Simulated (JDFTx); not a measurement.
Input of a JDFTx 1.7.0 (patched build) run:

File Ti.in:

```
lattice \
    0.0411355583     3.7916542108     3.8541058798 \
    3.7769785978     0.0056578400     3.8749098747 \
    3.8386290228     3.8741067411    -0.0567957187
coords-type Lattice
ion Ti    -0.0156700000     0.0038100000     0.0066290000 1

ion-species pseudo/Ti.upf
elec-cutoff 42
elec-ex-corr gga-PBE
kpoint-folding 11 11 11
elec-smearing Fermi 0.0018374661
elec-n-bands 11
electronic-SCF nIterations 100 energyDiffThreshold 1e-08
electronic-minimize nIterations 30 energyDiffThreshold 1e-7
converge-empty-states yes
forces-output-coords Cartesian

dump-name run.$VAR
dump End Ecomponents EigStats BandEigs Kpoints Forces Stress ElecDensity Dtot KEdensity
```

Potentials or basis: PseudoDojo-SR-PBE-0.5-standard.

Launch:

```sh
$ jdftx -c 1 -i Ti.in -o Ti.out
```

(1) What does it give for the pressure?

(2) What does it give for the band gap on the k mesh?

Answers

(1) 4.4 GPa.

(2) none (metal or under the smearing width).
